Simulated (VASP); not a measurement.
Crystal: H.

```
H
1.0
     2.64964    0.00000    0.00000
     0.00000    2.64964    0.00000
     0.00000    0.00000    0.98049
H
1
Direct
  0.00000 0.00000 0.50000
```

| Item | Value |
| --- | --- |
| Program | VASP 6.6.1 |
| Task | relaxation of cell and atoms |
| Functional | PBE |
| Potentials or basis | VASP PAW PBE potentials, release 64 (H) |
| Cutoff | 900 eV |
| k mesh | 10 × 10 × 26 |
| Occupations | fermi-dirac, width 0.05 eV |
| Spin | no spin polarisation |

At the start: pressure 1.8 GPa; volume 6.88 Å³/atom.

Where does the relaxation end?

Over 8 steps the energy falls by 19.1 meV/atom and the volume is 11.15 Å³/atom (+61.9 %); space group P4/mmm (No. 123, to 0.05 Å).

The path:
```csv
step,energy change (eV),largest force (eV/Å),pressure (GPa),volume (Å³)
1,0.0000,0.0000,1.82,6.88
2,-0.0012,0.0000,1.69,6.96
3,-0.0044,0.0000,1.34,7.20
4,-0.0094,0.0000,0.76,7.69
5,-0.0152,0.0000,-0.06,8.71
6,-0.0175,0.0000,-0.98,10.97
7,-0.0189,0.0000,0.31,11.21
8,-0.0191,0.0000,-0.03,11.15
```

Final structure:
```
H
1.0
     3.36265    0.00000    0.00000
     0.00000    3.36265    0.00000
     0.00000    0.00000    0.98589
H
1
Cartesian
  0.0000 0.0000 0.4929
```

Caveat: the volume moved by over 15 % at a fixed basis, so the end points are rough.
